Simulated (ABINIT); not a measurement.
# SnO2 (Cassiterite) (P4_2/mnm) in ABINIT: a series of runs, part 2 of 2

ABINIT 10.8.3 (patched build). Earlier steps stand in the parts before.

### 3 Single point, PBEsol

run.abi reads:

```
# Pseudopotentials
pp_dirpath "./"
pseudos "Sn.GGA_PBE-JTH.xml, O.GGA_PBE-JTH.xml"

# Structure
acell 8.9535223785 8.9535223785 6.0216122961
rprim
     1.0000000000     0.0000000000     0.0000000000
     0.0000000000     1.0000000000     0.0000000000
     0.0000000000     0.0000000000     1.0000000000
ntypat 2
znucl 50 8
natom 6
typat 1 1 2 2 2 2
xred
     0.5000000000     0.5000000000     0.5000000000
     0.0000000000     0.0000000000     0.0000000000
     0.8071000000     0.1929000000     0.5000000000
     0.6929000000     0.6929000000     0.0000000000
     0.1929000000     0.8071000000     0.5000000000
     0.3071000000     0.3071000000     0.0000000000

# Plane-wave basis
ecut 23.0
pawecutdg 45.0

# k points
kptopt 1
ngkpt 4 4 5
nshiftk 1
shiftk 0.0 0.0 0.0

# Exchange and correlation
ixc -116133

# Bands and occupations
nband 32
occopt 3
tsmear 0.00183747

# SCF cycle
nstep 100
tolvrs 1.0e-9

# Output
iomode 3
prtwf 0
prtden 0
prteig 0
prtebands 0
enunit 1
prtvol 2
```

Potentials or basis: JTH PAW PBE v2.0.

Run with:

```sh
> abinit run.abi > log 2>&1
```

run.abo:

```text
.Version 10.8.3 of ABINIT
 Symmetries : space group P4_2/m n m (#136); Bravais tP (primitive tetrag.)
================================================================================
 Values of the parameters that define the memory need of the present run
     intxc =       0    ionmov =       0      iscf =      17    lmnmax =      18
     lnmax =       6     mgfft =      40  mpssoang =       3    mqgrid =    3001
     natom =       6  nloc_mem =       2    nspden =       1   nspinor =       1
    nsppol =       1      nsym =      16    n1xccc =       1    ntypat =       2
    occopt =       3   xclevel =       2
       mpw =        2573          nfft =       43200          nkpt =          18
 PAW method is used; the additional fine FFT grid is defined by:
   mgfftf=        60    nfftf =    144000
================================================================================
================================================================================

--------------------------------------------------------------------------------
------------- Echo of variables that govern the present computation ------------
--------------------------------------------------------------------------------
 -outvars: echo values of preprocessed input variables --------
            acell      8.9535223785E+00  8.9535223785E+00  6.0216122961E+00 Bohr
              amu      1.18710000E+02  1.59994000E+01
             ecut      2.30000000E+01 Hartree
           enunit           1
              ixc     -116133
         kptrlatt        4    0    0      0    4    0      0    0    5
          kptrlen      3.01080615E+01
            natom           6
            nband          32
            ngfft          40      40      27
          ngfftdg          60      60      40
             nkpt          18
            nstep         100
             nsym          16
           ntypat           2
           occopt           3
        pawecutdg      4.50000000E+01 Hartree
         pawxcdev           0
           prtden           0
        prtebands           0
           prteig           0
           prtvol           2
            prtwf           0
          spgroup         136
           tolvrs      1.00000000E-09
           tsmear      1.83747000E-03 Hartree
            typat      1  1  2  2  2  2
           useylm           1
           xangst      2.3689999984E+00  2.3689999984E+00  1.5932499989E+00
                       0.0000000000E+00  0.0000000000E+00  0.0000000000E+00
                       3.8240397974E+00  9.1396019938E-01  1.5932499989E+00
                       3.2829601978E+00  3.2829601978E+00  0.0000000000E+00
                       9.1396019938E-01  3.8240397974E+00  1.5932499989E+00
                       1.4550397990E+00  1.4550397990E+00  0.0000000000E+00
            xcart      4.4767611893E+00  4.4767611893E+00  3.0108061481E+00
                       0.0000000000E+00  0.0000000000E+00  0.0000000000E+00
                       7.2263879117E+00  1.7271344668E+00  3.0108061481E+00
                       6.2038956561E+00  6.2038956561E+00  0.0000000000E+00
                       1.7271344668E+00  7.2263879117E+00  3.0108061481E+00
                       2.7496267224E+00  2.7496267224E+00  0.0000000000E+00
             xred      5.0000000000E-01  5.0000000000E-01  5.0000000000E-01
                       0.0000000000E+00  0.0000000000E+00  0.0000000000E+00
                       8.0710000000E-01  1.9290000000E-01  5.0000000000E-01
[... 276 lines left out ...]
 kpt#   2, nband= 32, wtk=  0.05000, kpt=  0.2500  0.0000  0.0000 (reduced coord)
 -15.86306  -15.30037  -14.89518  -14.85979  -14.85963  -14.85693  -14.73079  -14.66606
 -14.62012  -14.61990  -13.62700  -12.35051  -11.60084  -10.26530   -2.69034    0.00317
   1.25991    1.29230    2.29319    2.63446    3.28018    3.44180    3.87540    3.89419
   4.32384    4.78021    7.56240   10.67095   11.51569   11.70225   15.81343   16.12182
 kpt#   3, nband= 32, wtk=  0.02500, kpt=  0.5000  0.0000  0.0000 (reduced coord)
 -15.60264  -15.60264  -14.89293  -14.89293  -14.85549  -14.85549  -14.69672  -14.69672
 -14.62506  -14.62506  -13.07284  -13.07284  -10.85187  -10.85187   -1.53757   -1.53757
   1.91204    1.91204    2.07447    2.07447    3.10507    3.10507    3.89872    3.89872
   4.43028    4.43028    9.43887    9.43887   12.00286   12.00286   15.91825   15.91826
 kpt#   4, nband= 32, wtk=  0.05000, kpt=  0.2500  0.2500  0.0000 (reduced coord)
 -15.81506  -15.42149  -14.89262  -14.86596  -14.86512  -14.85551  -14.71929  -14.67333
[... 58 lines left out ...]
 kpt#  16, nband= 32, wtk=  0.10000, kpt=  0.2500  0.2500  0.4000 (reduced coord)
 -15.82994  -15.64130  -15.24998  -14.87625  -14.73580  -14.72853  -14.68227  -14.66837
 -14.65472  -14.64096  -12.61693  -11.83848  -10.56548  -10.22565   -2.62163   -1.78105
  -0.17691    0.54117    0.54809    2.18240    2.25934    3.53693    3.71760    4.06618
   4.13861    4.13992   10.48323   11.26490   13.12768   14.72955   15.00076   15.95538
 kpt#  17, nband= 32, wtk=  0.10000, kpt=  0.5000  0.2500  0.4000 (reduced coord)
 -15.75797  -15.75797  -15.06126  -15.06126  -14.73138  -14.73138  -14.67427  -14.67427
 -14.64721  -14.64721  -12.19897  -12.19897  -10.39642  -10.39642   -2.45009   -2.45009
   0.25546    0.25546    1.02837    1.02837    3.55145    3.55145    3.93857    3.93857
   4.18217    4.18217   10.51453   10.51453   13.73088   13.73088   15.54959   15.55201
 kpt#  18, nband= 32, wtk=  0.02500, kpt=  0.5000  0.5000  0.4000 (reduced coord)
 -15.64832  -15.64832  -15.24424  -15.24424  -14.72437  -14.72437  -14.67475  -14.67475
 -14.65265  -14.65265  -11.91418  -11.91418  -10.60904  -10.60904   -2.80686   -2.80686
   0.21074    0.21074    2.34575    2.34575    2.59183    2.59183    4.14589    4.14589
   4.22752    4.22752    9.97588    9.97588   13.87710   13.87710   15.80699   16.01412
 Total charge density [el/Bohr^3]
)     Maximum=    4.5159E+00  at reduced coord.    0.5000    0.5000    0.5000
)Next maximum=    4.5159E+00  at reduced coord.    0.0000    0.0000    0.0000
)     Minimum=    4.2569E-03  at reduced coord.    0.5000    0.0000    0.2500
)Next minimum=    4.2569E-03  at reduced coord.    0.0000    0.5000    0.2500
   Integrated=    5.2000E+01

--- !EnergyTerms
iteration_state     : {dtset: 1, }
comment             : Components of total free energy in Hartree
kinetic             :  5.43080523923380E+01
hartree             :  6.41640619864175E+01
xc                  : -2.52371575776973E+01
Ewald energy        : -1.53716967641840E+02
psp_core            :  7.52006830182254E+00
local_psp           : -1.86572537138373E+02
PAW spherical_terms :  3.56559078808642E+01
internal            : -2.03878571796468E+02
'-kT*entropy'       : -9.07244702697901E-09
total_energy        : -2.03878571805540E+02
total_energy_eV     : -5.54781856467953E+03
...

--- !EnergyTermsDC
iteration_state     : {dtset: 1, }
comment             : '"Double-counting" decomposition of free energy'
band_energy         : -1.26608765175555E+01
Ewald energy        : -1.53716967641840E+02
psp_core            :  7.52006830182254E+00
xc_dc               : -6.50484685616006E+01
PAW spherical_terms :  2.00276699535836E+01
internal            : -2.03878574465589E+02
'-kT*entropy'       : -9.07244702697901E-09
total_energy_dc     : -2.03878574474662E+02
total_energy_dc_eV  : -5.54781863731003E+03
...

--- !EnergyTermsWithPAWCore
iteration_state     : {dtset: 1, }
comment             : 'Components of total free energy, including PAW core contributions'
Total energy        : -1.26493667684788E+04
Total energy DC     : -1.26493667711479E+04
Total energy (eV)   : -3.44206804904153E+05
Total energy DC (eV): -3.44206804976783E+05
...

 Cartesian components of stress tensor (hartree/bohr^3)
  sigma(1 1)= -1.07701053E-04  sigma(3 2)=  0.00000000E+00
  sigma(2 2)= -1.07701053E-04  sigma(3 1)=  0.00000000E+00
  sigma(3 3)= -1.67525063E-04  sigma(2 1)=  0.00000000E+00

-Cartesian components of stress tensor (GPa)         [Pressure=  3.7554E+00 GPa]
- sigma(1 1)= -3.16867439E+00  sigma(3 2)=  0.00000000E+00
- sigma(2 2)= -3.16867439E+00  sigma(3 1)=  0.00000000E+00
- sigma(3 3)= -4.92875752E+00  sigma(2 1)=  0.00000000E+00

== END DATASET(S) ==============================================================
================================================================================

 -outvars: echo values of variables after computation  --------
            acell      8.9535223785E+00  8.9535223785E+00  6.0216122961E+00 Bohr
           etotal     -2.0387857447E+02
            fcart      7.2280144832E-20 -2.1684043450E-19 -0.0000000000E+00
                       7.2280144832E-20 -2.1684043450E-19 -0.0000000000E+00
                      -2.6915545043E-03  2.6915545043E-03 -0.0000000000E+00
                       2.6915545043E-03  2.6915545043E-03 -0.0000000000E+00
                       2.6915545043E-03 -2.6915545043E-03 -0.0000000000E+00
                      -2.6915545043E-03 -2.6915545043E-03 -0.0000000000E+00
           strten     -1.0770105335E-04 -1.0770105335E-04 -1.6752506292E-04
                       0.0000000000E+00  0.0000000000E+00  0.0000000000E+00
           xangst      2.3689999984E+00  2.3689999984E+00  1.5932499989E+00
                       0.0000000000E+00  0.0000000000E+00  0.0000000000E+00
                       3.8240397974E+00  9.1396019938E-01  1.5932499989E+00
                       3.2829601978E+00  3.2829601978E+00  0.0000000000E+00
                       9.1396019938E-01  3.8240397974E+00  1.5932499989E+00
                       1.4550397990E+00  1.4550397990E+00  0.0000000000E+00
             xred      5.0000000000E-01  5.0000000000E-01  5.0000000000E-01
                       0.0000000000E+00  0.0000000000E+00  0.0000000000E+00
                       8.0710000000E-01  1.9290000000E-01  5.0000000000E-01
                       6.9290000000E-01  6.9290000000E-01  0.0000000000E+00
                       1.9290000000E-01  8.0710000000E-01  5.0000000000E-01
                       3.0710000000E-01  3.0710000000E-01  0.0000000000E+00
 Calculation completed.
```

Run time: 76 s. Hardware: 1 thread of Arm Neoverse V1, shared host; peak memory 0.15 GiB.

What came out:

```
Free energy            : -5547.8186 eV
Pressure               : 3.8 GPa
Largest force          : 0.196 eV/Å
Band gap on the k mesh : 1.18 eV, direct
```

Forces on the atoms (eV/Å):
```
Sn   0.000  0.000  0.000
Sn   0.000  0.000  0.000
O   -0.138  0.138  0.000
O    0.138  0.138  0.000
O    0.138 -0.138  0.000
O   -0.138 -0.138  0.000
```

Stress tensor (GPa, compression positive):
```
3.17 0.00 0.00
0.00 3.17 0.00
0.00 0.00 4.93
```

Levels at points of the mesh, in eV from the valence-band top:
| k point | band 23 | band 24 | band 25 | band 26 | band 27 | band 28 | band 29 | band 30 |
| --- | --- | --- | --- | --- | --- | --- | --- | --- |
| (0.00, 0.00, 0.00) | -1.21 | -0.79 | -0.79 | 0.00 | 1.18 | 6.04 | 6.18 | 6.18 |
| (0.50, 0.00, 0.00) | -1.18 | -1.18 | -0.64 | -0.64 | 4.36 | 4.36 | 6.93 | 6.93 |
| (0.50, 0.50, 0.00) | -1.29 | -1.29 | -0.90 | -0.90 | 4.76 | 4.76 | 7.39 | 7.39 |

Caveat: the PAW data sets were made with another functional, which shifts forces and pressure a little; spin-orbit coupling is left out, which moves the levels of the heavy elements; the atomic spheres overlap.

### 4 Single point, PBE

Changes to run.abi since step 3:

```diff
@@ -5,7 +5,7 @@
 # Structure
-acell 8.9535223785 8.9535223785 6.0216122961
+acell 3*1.0 Angstrom
 rprim
-     1.0000000000     0.0000000000     0.0000000000
-     0.0000000000     1.0000000000     0.0000000000
-     0.0000000000     0.0000000000     1.0000000000
+     4.7380000000     0.0000000000     0.0000000000
+     0.0000000000     4.7380000000     0.0000000000
+     0.0000000000     0.0000000000     3.1865000000
 ntypat 2
@@ -33,3 +33,3 @@
 # Exchange and correlation
-ixc -116133
+ixc 11
 
@@ -38,3 +38,3 @@
 occopt 3
-tsmear 0.00183747
+tsmear 0.05 eV
 
@@ -50,3 +50,3 @@
 prtebands 0
-enunit 1
+enunit 2
 prtvol 2
```

Run with:

```sh
> abinit run.abi > log 2>&1
```

Run time: 63 s. Hardware: 1 thread of Arm Neoverse V1, shared host; peak memory 0.15 GiB.

It converged, with:

```yaml
Free_energy: -5553.0812 eV
Pressure: 10.0 GPa
Largest_force: 0.259 eV/Å
Band_gap_on_the_k_mesh: 1.28 eV, direct
```

Forces on the atoms (eV/Å):
```
Sn   0.000  0.000  0.000
Sn   0.000  0.000  0.000
O   -0.183  0.183  0.000
O    0.183  0.183  0.000
O    0.183 -0.183  0.000
O   -0.183 -0.183  0.000
```

Stress tensor (GPa, compression positive):
```
 9.11  0.00  0.00
 0.00  9.11  0.00
 0.00  0.00 11.84
```

Levels at points of the mesh, in eV from the valence-band top:
| k point | band 22 | band 23 | band 24 | band 25 | band 26 | band 27 | band 28 | band 29 | band 30 | band 31 |
| --- | --- | --- | --- | --- | --- | --- | --- | --- | --- | --- |
| (0.00, 0.00, 0.00) | -1.19 | -1.19 | -0.78 | -0.78 | 0.00 | 1.28 | 6.17 | 6.36 | 6.36 | 10.49 |
| (0.50, 0.00, 0.00) | -1.93 | -1.16 | -1.16 | -0.63 | -0.63 | 4.45 | 4.45 | 7.10 | 7.10 | 10.99 |
| (0.50, 0.50, 0.00) | -1.95 | -1.27 | -1.27 | -0.89 | -0.89 | 4.85 | 4.85 | 7.54 | 7.54 | 11.03 |

Caveat: spin-orbit coupling is left out, which moves the levels of the heavy elements; the atomic spheres overlap.

### 5 Summary

| level | potentials or basis | k mesh | gap on the mesh (eV) | pressure (GPa) | largest force (eV/Å) |
| --- | --- | --- | --- | --- | --- |
| LDA | JTH PAW LDA v2.0 | 5 × 5 × 6 | 1.13 | -1.6 | 0.14 |
| PBEsol | JTH PAW PBE v2.0 | 4 × 4 × 5 | 1.18 | 3.8 | 0.20 |
| PBE | JTH PAW PBE v2.0 | 4 × 4 × 5 | 1.28 | 10.0 | 0.26 |

Alike in all rows: task single point; no spin polarisation; cell as given; cutoff (eV) 626; smearing fermi-dirac 0.05 eV.

Caveats: spin-orbit coupling is left out, which moves the levels of the heavy elements; the atomic spheres overlap; the PAW data sets were made with another functional, which shifts forces and pressure a little (some runs).

Total energies depend on the potentials used, so only differences within one code and one set of settings carry meaning.
